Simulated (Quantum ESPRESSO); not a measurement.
Runs of Quantum ESPRESSO 7.5 on P. Symmetry: Cmce, No. 64, orthorhombic system. The conventional cell has a = 3.295 Å, b = 10.930 Å, c = 4.544 Å, α = 90.00°, β = 90.00°, γ = 90.00°. P (site symmetry m) is surrounded by 3 P at 2.20 to 2.25 Å. 

```tsv
task	level	potentials or basis	cell	k mesh	cutoff (eV)	smearing	k mesh for the Wannier functions	projections	form of the LDA correlation	gap on the mesh (eV)	pressure (GPa)	largest force (eV/Å)
phonons	PBE+D2	PseudoDojo 0.4.1 SR PBE standard	relaxed	7 × 7 × 5	599	cold 0.136 eV	-	-	-	none	0.0	-
Wannier functions	PBE	PseudoDojo 0.4.1 SR PBE standard	as given	6 × 6 × 4	599	fermi-dirac 0.05 eV	5 × 5 × 4	-	-	(b)	2.1	0.36
phonons	vdW-DF-cx	PseudoDojo 0.4.1 SR PBE standard	relaxed	7 × 7 × 5	599	cold 0.272 eV	-	-	-	none	0.0	-
Wannier functions	PBEsol	PseudoDojo 0.4.1 SR PBEsol standard	as given	6 × 6 × 4	599	fermi-dirac 0.05 eV	5 × 5 × 4	P sp	-	none	(a)	0.30
phonons	LDA	GBRV 1.5 LDA	relaxed	6 × 6 × 4	612	methfessel-paxton 0.136 eV	-	-	PZ81	none	0.0	-
phonons	LDA	PseudoDojo 0.4.1 SR LDA standard	relaxed	7 × 7 × 5	653	methfessel-paxton 0.136 eV	-	-	PW92	0.06	0.0	-
```

Alike in all rows: no spin polarisation.

Estimate the missing entries.

(a) -0.6; (b) 0.09.

Caveats: the mesh is thin for the phonons of a metal (some runs); the layers were relaxed without a dispersion term, so their spacing and the soft interlayer modes are unreliable (some runs); pairwise dispersion overbinds metals, which lowers pressure and volume (some runs); the potentials were made for another functional, which shifts forces and pressure (some runs); this smearing can shift energies of a crystal with a gap (some runs); an odd mesh through Γ misses points on the zone boundary, where band edges often lie (some runs).

A gap of «none» marks a metal or a gap under the smearing width.
